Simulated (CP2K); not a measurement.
Pd: equation of state with r2SCAN

Crystal: Pd.

```
Pd
1.0
     2.72327    0.00000    0.00000
    -0.90776    2.56752    0.00000
    -0.90776   -1.28376    2.22354
Pd
1
Cartesian
  0.0000 0.0000 0.0000
```

This isn't the form of Pd at room conditions, which is fcc.

| Property | Result |
| --- | --- |
| Program | CP2K 2026.2 |
| Task | equation of state |
| Functional | r2SCAN |
| Potentials or basis | POTENTIAL_UZH Pd GTH-SCAN-q18; TZVP-MOLOPT-SCAN-GTH basis |
| Density cutoff | 9184 eV |
| k mesh | 12 × 12 × 12 |
| Occupations | fermi-dirac, width 0.0259 eV |
| Spin | no spin polarisation |

```
Equilibrium volume                      : 15.52 Å³/atom
Bulk modulus                            : 177 GPa
Pressure derivative of the bulk modulus : 5.6
```

Energy against volume, from the lowest point:
```tsv
volume (Å³/atom)	energy (meV/atom)
14.614	33.62
14.925	13.91
15.236	3.06
15.547	0.00
15.858	3.76
16.169	13.48
16.480	28.42
```

All runs of the series together: 17 min on 1 thread of Intel(R) Xeon(R) 6975P-C (Granite Rapids) (shared host).

Caveat: the basis of atomic orbitals isn't converged, which shifts pressures, moduli and gaps.
